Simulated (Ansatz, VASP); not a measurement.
**AlN: VASP beside Ansatz**

One calculation is typed for both programs; each brings its own data sets and cutoff. How far apart do they land?

Method: plane waves, with VASP 6.6.1 beside it; band structure at PBE and single point at PBE, in Ansatz 0.2.0.

## Step 1: The structure

It takes space group F-43m (No. 216, cubic). The conventional cell has a = 4.368 Å, b = 4.368 Å, c = 4.368 Å, α = 90.00°, β = 90.00°, γ = 90.00°. Nearest to Al lie 4 N at 1.89 Å. Nearest to N lie 4 Al at 1.89 Å. Farther neighbours and most contacts between anions are not listed.

As a file:

```xyz
2
Lattice="0.0000 2.1840 2.1840 2.1840 0.0000 2.1840 2.1840 2.1840 0.0000" Properties=species:S:1:pos:R:3 pbc="T T T"
Al    0.0000    0.0000    0.0000
N     1.0920    1.0920    1.0920
```

## Step 2: VASP: band structure, PBE

The same path points are solved in both programs, so levels can be compared one by one.

Lines of VASP's logs that name or quote its potential files are left out, and so is its time.

Input file INCAR:

```
SYSTEM = AlN
PREC = Accurate
ENCUT = 450
EDIFF = 1E-08
NELM = 100
ISMEAR = 0
SIGMA = 0.01
LREAL = .FALSE.
ALGO = Normal
GGA = PE
NBANDS = 10
LORBIT = 11
LWAVE = .TRUE.
LCHARG = .FALSE.
KPAR = 8
```

Input file POSCAR:

```
AlN
1.0
    0.0000000000      2.1839935596      2.1839935596
    2.1839935596      0.0000000000      2.1839935596
    2.1839935596      2.1839935596      0.0000000000
Al N
1 1
Direct
    0.0000000000      0.0000000000      0.0000000000
    0.2500000000      0.2500000000      0.2500000000
```

Input file KPOINTS:

```
Automatic mesh
0
Gamma
6 6 6
0 0 0
```

Input file KPOINTS_OPT:

```
Line mode
12
Line-mode
Reciprocal
  0.00000000   0.00000000   0.00000000 GAMMA
  0.50000000   0.00000000   0.50000000 X

  0.50000000   0.00000000   0.50000000 X
  0.50000000   0.25000000   0.75000000 W

  0.50000000   0.25000000   0.75000000 W
  0.37500000   0.37500000   0.75000000 K

  0.37500000   0.37500000   0.75000000 K
  0.00000000   0.00000000   0.00000000 GAMMA

  0.00000000   0.00000000   0.00000000 GAMMA
  0.50000000   0.50000000   0.50000000 L

  0.50000000   0.50000000   0.50000000 L
  0.62500000   0.25000000   0.62500000 U

  0.62500000   0.25000000   0.62500000 U
  0.50000000   0.25000000   0.75000000 W

  0.50000000   0.25000000   0.75000000 W
  0.50000000   0.50000000   0.50000000 L

  0.50000000   0.50000000   0.50000000 L
  0.37500000   0.37500000   0.75000000 K

  0.62500000   0.25000000   0.62500000 U
  0.50000000   0.00000000   0.50000000 X
```

Potentials, in the order of the species: Al_GW and N_GW (PBE family, release 64).

Launch:

```
> mpirun -np 8 vasp_std
```

Numbers of over 12 decimals in the logs are rounded to 6 here.

The log of the run:

```text
[banner, memory and clock lines left out]
running    8 mpi-ranks, on    1 nodes
 distrk:  each k-point on    1 cores,    8 groups
 distr:  one band on    1 cores,    1 groups

 POSCAR found type information on POSCAR AlN
 POSCAR found :  2 types and       2 ions
|                                                                             |
|           W    W    AA    RRRRR   N    N  II  N    N   GGGG   !!!           |
|           W    W   A  A   R    R  NN   N  II  NN   N  G    G  !!!           |
|           W    W  A    A  R    R  N N  N  II  N N  N  G       !!!           |
|           W WW W  AAAAAA  RRRRR   N  N N  II  N  N N  G  GGG   !            |
|           WW  WW  A    A  R   R   N   NN  II  N   NN  G    G                |
|           W    W  A    A  R    R  N    N  II  N    N   GGGG   !!!           |
|                                                                             |
|     For optimal performance we recommend to set                             |
|       NCORE = 2 up to number-of-cores-per-socket                            |
|     NCORE specifies how many cores store one orbital (NPAR=cpu/NCORE).      |
|     This setting can greatly improve the performance of VASP for DFT.       |
|     The default, NCORE=1 might be grossly inefficient on modern             |
|     multi-core architectures or massively parallel machines. Do your        |
|     Unfortunately you need to use the default for GW and RPA                |
|     calculations (for HF NCORE is supported but not extensively tested      |
|     yet).                                                                   |
|                                                                             |

 LDA part: xc-table for (Slater+PW92), standard interpolation
 POSCAR, INCAR and KPOINTS ok, starting setup
 FFT: planning ... GRIDC
 FFT: planning ... GRID_SOFT
 FFT: planning ... GRID
 WAVECAR not read
 entering main loop
       N       E                     dE             d eps       ncg     rms          rms(c)
DAV:   1     0.158873640167E+02    0.15887E+02   -0.44172E+03   320   0.664E+02
DAV:   2    -0.162641899288E+02   -0.32152E+02   -0.30702E+02   406   0.168E+02
DAV:   3    -0.172175139601E+02   -0.95332E+00   -0.95168E+00   386   0.254E+01
DAV:   4    -0.172229043273E+02   -0.53904E-02   -0.53884E-02   400   0.250E+00
DAV:   5    -0.172229880270E+02   -0.83700E-04   -0.83698E-04   400   0.273E-01    0.855E+00
DAV:   6    -0.148865229797E+02    0.23365E+01   -0.12222E+01   434   0.249E+01    0.220E+00
DAV:   7    -0.148678711259E+02    0.18652E-01   -0.82980E-02   372   0.261E+00    0.141E+00
DAV:   8    -0.148612283434E+02    0.66428E-02   -0.26040E-02   350   0.276E+00    0.184E-01
DAV:   9    -0.148609964668E+02    0.23188E-03   -0.14954E-03   482   0.343E-01    0.652E-02
DAV:  10    -0.148611260883E+02   -0.12962E-03   -0.14502E-04   344   0.902E-02    0.136E-02
DAV:  11    -0.148611249217E+02    0.11666E-05   -0.39962E-06   428   0.213E-02    0.288E-03
DAV:  12    -0.148611251081E+02   -0.18640E-06   -0.36211E-07   360   0.498E-03    0.322E-04
DAV:  13    -0.148611251083E+02   -0.23067E-09   -0.16553E-08   322   0.880E-04
   1 F= -.14861125E+02 E0= -.14861125E+02  d E =-.651690E-19
 Start KPOINTS_OPT (optional k-point list driver)
k-point batch [1-16\120]
       N       E                     dE             ncg
DAV:   1     0.508309209812E+03   -0.29567E+04      336
DAV:   2     0.408411958155E+02   -0.46747E+03      474
DAV:   3     0.280243797190E+02   -0.12817E+02      392
DAV:   4     0.279418203546E+02   -0.82559E-01      400
DAV:   5     0.279404186934E+02   -0.14017E-02      430
DAV:   6     0.279403962595E+02   -0.22434E-04      416
DAV:   7     0.279403956507E+02   -0.60884E-06      456
DAV:   8     0.279403956327E+02   -0.17957E-07      388
DAV:   9     0.279403956324E+02   -0.33793E-09      278
[...]
k-point batch [113-120\120]
       N       E                     dE             ncg
DAV:   1     0.292856616299E+04   -0.29020E+04      168
DAV:   2     0.274961209608E+04   -0.17895E+03      226
DAV:   3     0.274587874812E+04   -0.37333E+01      190
DAV:   4     0.274585559418E+04   -0.23154E-01      230
DAV:   5     0.274585534196E+04   -0.25223E-03      200
DAV:   6     0.274585533556E+04   -0.63964E-05      246
DAV:   7     0.274585533555E+04   -0.72464E-08      200
 writing wavefunctions
```

OUTCAR, selected parts (step 2):

```text
ion  position               nearest neighbor table
   1  0.000  0.000  0.000-   2 1.89   2 1.89   2 1.89   2 1.89
   2  0.250  0.250  0.250-   1 1.89   1 1.89   1 1.89   1 1.89

  LATTYP: Found a face centered cubic cell.
 ALAT       =     4.3679871192

 Subroutine GETGRP returns: Found 24 space group operations
 (whereof 24 operations were pure point group operations)

The static configuration has the point symmetry T_d .

 Found     16 irreducible k-points:

   k-points           NKPTS =     16   k-points in BZ     NKDIM =     16   number of bands    NBANDS=     10

   dimension x,y,z NGX =    24 NGY =   24 NGZ =   24
   dimension x,y,z NGXF=    48 NGYF=   48 NGZF=   48

   ENCUT  =  450.0 eV  33.07 Ry    5.75 a.u.   5.34  5.34  5.34*2*pi/ulx,y,z

   NELECT =       8.0000    total number of electrons

 k-points in reciprocal lattice and weights: Automatic mesh
   0.00000000  0.00000000  0.00000000       0.005
   0.16666667  0.00000000  0.00000000       0.037
   0.33333333  0.00000000  0.00000000       0.037
   0.50000000  0.00000000  0.00000000       0.019
   0.16666667  0.16666667  0.00000000       0.028
   0.33333333  0.16666667  0.00000000       0.111
   0.50000000  0.16666667  0.00000000       0.111
  -0.33333333  0.16666667  0.00000000       0.111
  -0.16666667  0.16666667  0.00000000       0.056
[...]
-0.33333333  0.33333333  0.16666667       0.111
  -0.33333333  0.50000000  0.16666667       0.056

 average (electrostatic) potential at core
       1 -49.9845       2 -60.0239

 E-fermi :   5.0114

 k-point     1 :       0.0000    0.0000    0.0000
  band No.  band energies     occupation
      1     -10.0369      2.00000
      2       4.9525      2.00000
      3       4.9525      2.00000
      4       4.9525      2.00000
      5       9.1393      0.00000
      6      17.5014      0.00000
      7      17.5014      0.00000
      8      17.5014      0.00000
      9      22.6311      0.00000
    ...

 k-point     2 :       0.1667    0.0000    0.0000
  band No.  band energies     occupation
      1      -9.6398      2.00000
      2       3.0964      2.00000
      3       4.8201      2.00000
      4       4.8201      2.00000
      5      10.5619      0.00000
      6      16.5923      0.00000
      7      17.6686      0.00000
      8      17.6686      0.00000
      9      20.8298      0.00000
    ...

 k-point     3 :       0.3333    0.0000    0.0000
  band No.  band energies     occupation
      1      -8.6541      2.00000
      2       0.3998      2.00000
      3       4.5800      2.00000
      4       4.5800      2.00000
      5      11.9551      0.00000
      6      15.3477      0.00000
      7      16.6777      0.00000
      8      16.6777      0.00000
      9      22.2846      0.00000
    ...

  Total        0.3169182      0.3169182      0.3169182      0.0000000     -0.0000000      0.0000000
  in kB       24.3710199     24.3710199     24.3710199      0.0000000     -0.0000000      0.0000000
  external PRESSURE =      24.3710199 kB  Pullay stress =       0.0000000 kB

  energy-cutoff  :      450.00
  volume of cell :       20.83
      direct lattice vectors                 reciprocal lattice vectors
     0.000000000  2.183993560  2.183993560    -0.228938404  0.228938404  0.228938404
     2.183993560  0.000000000  2.183993560     0.228938404 -0.228938404  0.228938404
     2.183993560  2.183993560  0.000000000     0.228938404  0.228938404 -0.228938404

 POSITION                                       TOTAL-FORCE (eV/Angst)
 -----------------------------------------------------------------------------------
      0.00000      0.00000      0.00000         0.000000      0.000000      0.000000
      1.09200      1.09200      1.09200        -0.000000     -0.000000     -0.000000
 -----------------------------------------------------------------------------------
    total drift:                               -0.000000     -0.000000     -0.000000

  FREE ENERGIE OF THE ION-ELECTRON SYSTEM (eV)
  ---------------------------------------------------
  free  energy   TOTEN  =       -14.8611251083 eV

  energy  without entropy=      -14.8611251083  energy(sigma->0) =      -14.86112511

 total charge
# of ion       s       p       d       tot
------------------------------------------
    1        0.437   0.559   0.216   1.213
    2        1.193   2.570   0.000   3.763
--------------------------------------------------
tot          1.630   3.129   0.216   4.976

[... 3 further parts left out ...]
```

The run ends at a pressure of 2.44 GPa.

## Step 3: Ansatz: band structure, PBE

Ansatz runs on its default PAW (the set named soft_2) files.

The same cell, functional, mesh and smearing now go to Ansatz, which takes its cutoff from its data sets.

Input file input.yaml:

```yaml
crystal:
  lattice:
    - [0.0, 2.1839935596, 2.1839935596]
    - [2.1839935596, 0.0, 2.1839935596]
    - [2.1839935596, 2.1839935596, 0.0]
  atoms:
    - { symbol: Al, position: [0.0, 0.0, 0.0] }
    - { symbol: "N", position: [0.25, 0.25, 0.25] }
hamiltonian:
  xc: pbe
  pseudopotentials: { kind: paw }
kpoints:
  mp_grid: { grid: [6, 6, 6] }
  band_path:
    path:
      - [0.0, 0.0, 0.0]
      - [0.18182, 0.0, 0.18182]
      - [0.36364, 0.0, 0.36364]
      - [0.5, 0.0, 0.5]
      - [0.5, 0.09091, 0.59091]
      - [0.5, 0.18182, 0.68182]
      - [0.5, 0.25, 0.75]
      - [0.45455, 0.29545, 0.75]
      - [0.40909, 0.34091, 0.75]
      - [0.375, 0.375, 0.75]
      - [0.20455, 0.20455, 0.40909]
      - [0.06818, 0.06818, 0.13636]
      - [0.03409, 0.03409, 0.06818]
      - [0.04545, 0.04545, 0.04545]
      - [0.22727, 0.22727, 0.22727]
      - [0.40909, 0.40909, 0.40909]
      - [0.51136, 0.47727, 0.51136]
      - [0.55682, 0.38636, 0.55682]
      - [0.60227, 0.29545, 0.60227]
      - [0.61364, 0.25, 0.63636]
      - [0.56818, 0.25, 0.68182]
      - [0.51136, 0.25, 0.73864]
      - [0.5, 0.29545, 0.70455]
      - [0.5, 0.38636, 0.61364]
      - [0.5, 0.47727, 0.52273]
      - [0.47727, 0.47727, 0.54545]
      - [0.43182, 0.43182, 0.63636]
      - [0.38636, 0.38636, 0.72727]
      - [0.60227, 0.20455, 0.60227]
      - [0.55682, 0.11364, 0.55682]
      - [0.5, 0.0, 0.5]
    npoints: 1
scf:
  occupations: { method: gaussian, width: 0.01 }
  n_extra_bands: 7
output:
  forces: true
  stress: true
  eigenvalues: true
  write_density: true
  write_potential: true
  elf: true
  volumetric_format: npy
```

Launch:

```
> ansatz run input.yaml --threads 2 --pin off --max-ram 4608MiB --backend cpu --events-out ev --progress --plain --runs-dir out
```

The log of the run:

```text
scf.n_extra_bands = 7 over 4 filled bands (N_el = 8.0): the run solves 11 bands
Engine: ansatz 0.2.0, aarch64-unknown-linux-gnu
Pseudopotentials: kind: paw
Pseudopotential: Al, paw, valence charge 3, recommended cutoff 420 eV (normal), Al.paw.azcp
Pseudopotential: N, paw, valence charge 5, recommended cutoff 420 eV (normal), N.paw.azcp
Functional definition: PBE
  parameter kappa = 0.804
  parameter beta = 0.066725
  exchange = pbe_x(kappa = kappa, mu = beta*pi^2/3)
  correlation = pbe_c(beta = beta)
Crystal: 2 atoms, lattice volume = 20.835 Å³
Basis set: ecut = 420 eV, 411 PW (Γ), exchange–correlation on 48×48×48 points (8 copies of the dense FFT grid, shifted against one another)
Bands: 11, of which v1, the nominal top of the filled ones, is band 4 counted from 1 (3 counted from 0)
Symmetry: 24 space group operations
Space group: F-43m (ITA 216), of the structure as read, at distance tolerance 2.8e-5 Å
k-points: 16 of 216 (time reversal used)
Non-local potential: Al, projectors of the file, l = 0: 2, l = 1: 2, l = 2: 1
Non-local potential: N, projectors of the file, l = 0: 2, l = 1: 2, l = 2: 1
PAW form: soft (Blöchl's): semilocal exchange-correlation on the pseudo side does not see the compensation charge
PAW one-centre angular grid: Al, 110 points (default); XC on 64 Gauss nodes
PAW one-centre angular grid: N, 110 points (default); XC on 64 Gauss nodes
Initial density: superposition of atomic densities (neutral atoms: chi_scale 0, normalization atom), corrected by the library's trained network
Initial wavefunctions: pseudopotential atomic-orbital guess
Functional: x = pbe(κ = 0.804, μ = 0.219515), c = pbe(β = 0.066725)
SCF iter   1: F=—  HF=-924.201461 eV  |F-HF|=—  |Δ(HF+E_count)|=         —  Δρ=7.49e-4  dr2=3.89e-5  ethr=1.77e-3  ⟨swp⟩=5.2  Hψ=1093  notcnv=0
preconditioner: auto → none  [insulator: Δε(μ)=3.327 eV  Ē_g=19.139 eV  σ=0.010 eV  W_gap=1.00  n_scr=0 (ndim 8)  ℏωp=23.0 eV  f_vac=0.000  D(μ)=0.00/eV (n_scr^D=0)  ε∞_Penn≈2.4]
SCF iter   2: F=—  HF=-924.201600 eV  |F-HF|=—  |Δ(HF+E_count)|=   1.39e-4  Δρ=3.38e-4  dr2=5.56e-6  ethr=4.86e-7  ⟨swp⟩=2.0  Hψ=443  notcnv=0  defer=28
SCF iter   3: F=—  HF=-924.201635 eV  |F-HF|=—  |Δ(HF+E_count)|=   3.54e-5  Δρ=6.95e-5  dr2=2.74e-7  ethr=6.95e-8  ⟨swp⟩=2.3  Hψ=200  notcnv=0  defer=28
iter 4 did not close the SCF: its close was put off for the readings that it lacked (scf_convergence_deferred on its scf_iter line)
SCF iter   4: F=-924.201637 eV  HF=-924.201637 eV  |F-HF|=1.87e-9  |Δ(HF+E_count)|=   1.37e-6  Δρ=7.62e-6  dr2=4.36e-9  ethr=3.42e-9  ⟨swp⟩=2.1  Hψ=206  notcnv=0  defer=28
iter 5 did not close the SCF: its close was put off for the readings that it lacked (scf_convergence_deferred on its scf_iter line)
SCF iter   5: F=-924.201637 eV  HF=-924.201637 eV  |F-HF|=1.48e-12  |Δ(HF+E_count)|=   2.77e-9  Δρ=2.63e-7  dr2=9.44e-12  ethr=5.44e-11  ⟨swp⟩=2.6  Hψ=211  notcnv=0  defer=28
SCF iter   6: F=-924.201637 eV  HF=-924.201637 eV  |F-HF|=2.27e-13  |Δ(HF+E_count)|=  4.21e-12  Δρ=6.07e-8  dr2=3.23e-13  ethr=1.00e-12  ⟨swp⟩=6.4  Hψ=780  notcnv=0
SCF 1 converged in 6 iterations: F = -924.201637 eV  dr2 = 3.23e-13
  greatest PAW one-centre occupation: 0.788 electrons in one spin orbital (limit 2), on the N atom at site 1 (counted from 0), in its partial waves of l = 0
NSCF: frozen V_eff on 31 k-points
SCF converged after 6 iterations
Free energy (F): -924.201637 eV
Harris-Foulkes:  -924.201637 eV  (|F-HF|=2.27e-13)
Internal energy: -924.201637 eV  (E = F + TS)
E sigma→0 (E₀):  -924.201637 eV
Fermi energy:    8.634973 eV
--- Per-component energies (eV) ---
  E_band       = 15.404410
  E_kinetic    = 159.524919
  E_local      = -222.813209  (includes V_loc(G=0)·N_el)
  E_nonlocal   = 55.517984
  E_hartree    = 77.227536
  E_xc         = -101.854145
  E_vxc        = -107.981209  (∫ρ·V_xc dr)
  E_paw        = -595.201264  (= ΣΔE_a)
  E_vpaw       = -23.299241  (= ΣTr[D̂ρ^β])
  E_aug_tail   = 0.000098  (compensation charges beyond the density's cutoff)
  E_ewald      = -296.603555
  E_smearing   = -0.000000  (= −TS)
  E_closure    = 0.000000  (closes the sum)
  Σ components = -924.201637   (vs F -924.201637, Δ=0.00e0)
--- Forces (eV/Å), atoms counted from 1 ---
  atom   1  Al     0.00000000    -0.00000000     0.00000000
  atom   2  N     -0.00000000     0.00000000     0.00000000
  max |Σ_I F_I| component: 1.30e-16 eV/Å
--- Stress (GPa, compression-positive) ---
        4.858722      -0.000000      -0.000000
        0.000000       4.858722       0.000000
       -0.000000       0.000000       4.858722
  P = ⅓ Tr σ = 4.8587 GPa (48.587 kbar)
--- Band table (eV; the first three rows and the last of 16) ---
  k-point 0: bands = [-7.9952, 6.9730, 6.9730, 6.9730, 11.1583, 19.5527, 19.5527, 19.5527, ... 3 higher]
  k-point 1: bands = [-7.5982, 5.1225, 6.8419, 6.8419, 12.5837, 18.6374, 19.7126, 19.7126, ... 3 higher]
  k-point 2: bands = [-6.6141, 2.4312, 6.6041, 6.6041, 13.9813, 17.3776, 18.7052, 18.7052, ... 3 higher]
  k-point 15: bands = [-5.2755, 2.6676, 4.2008, 4.4807, 12.2213, 17.2871, 19.9534, 19.9935, ... 3 higher]
```

Elapsed: 1.2 s, on 2 threads of Arm Neoverse N1, shared host; peak memory 0.23 GiB.

The column dr2 measures how far the density is from self-consistency, as an energy; F and HF (Harris–Foulkes) agree once it is small.

## Step 4: Differences

Known differences besides the potentials themselves: the cutoff is 420 eV in Ansatz and 450 eV in VASP; VASP leaves aspherical gradient terms in its spheres out (LASPH is not set), Ansatz keeps them. Total energies have different zeros and are not compared.

Both answers:

```csv
quantity,Ansatz,VASP,difference
gap over the path points (eV),3.324,3.314,+0.010
```

Levels at points of the path, from each program's valence-band top (eV; 3 filled, then empty):

```csv
k (reciprocal lattice),Ansatz,VASP
0.000 0.000 0.000,0.00 0.00 0.00 4.18 12.58,0.00 0.00 0.00 4.19 12.55
0.182 0.000 0.182,-1.94 -0.60 -0.60 6.02 11.00,-1.95 -0.60 -0.60 6.02 10.98
0.364 0.000 0.364,-4.19 -1.51 -1.51 4.37 9.14,-4.20 -1.52 -1.52 4.36 9.12
0.500 0.000 0.500,-4.90 -1.77 -1.77 3.32 8.62,-4.91 -1.78 -1.78 3.31 8.61
0.500 0.091 0.591,-4.71 -2.12 -2.08 4.04 9.20,-4.73 -2.13 -2.10 4.04 9.19
0.500 0.182 0.682,-4.20 -2.92 -2.55 5.48 10.56,-4.21 -2.93 -2.57 5.48 10.56
0.500 0.250 0.750,-3.77 -3.43 -2.69 6.04 11.41,-3.78 -3.44 -2.70 6.04 11.42
0.455 0.295 0.750,-4.00 -3.45 -2.25 5.81 10.76,-4.02 -3.47 -2.26 5.81 10.75
0.409 0.341 0.750,-4.20 -3.59 -1.57 5.33 10.22,-4.21 -3.60 -1.58 5.33 10.22
0.375 0.375 0.750,-4.25 -3.62 -1.36 5.17 10.10,-4.26 -3.64 -1.37 5.16 10.10
```

Among the levels compared at these points, filled levels agree within 17 meV and empty ones within 31 meV. Not compared: the pressure (VASP's GW data sets at this cutoff don't carry it).

## Step 5: What the set-up changes

Further runs change the set-up of one program: Ansatz's method, potentials or start, or VASP's data sets, cutoff or form of LDA. The table gives Ansatz less VASP for each quantity, since a change that brings one quantity closer may part another.

```csv
run,gap over the path points (eV)
as above,0.0096
Ansatz's all-electron LAPW method,0.0015
Ansatz's larger PAW set (cutoff 1050 eV),0.0025
norm-conserving potentials (cutoff 1240 eV),-0.0040
```

(Part 1 of 2 ends here.)

[Lines on the potential files, build, host, timing and source positions are cut from VASP's logs without a mark.]

[Logs are printed without paths, hosts, clocks, repeated set-up lines and the standing remarks that a program may print on its own settings, such as how far it seeks lower states.]

[Hosts, paths, dates, database ids (printed as entryN), source tags and the programs' standing remarks are cut or masked in the printed files.]
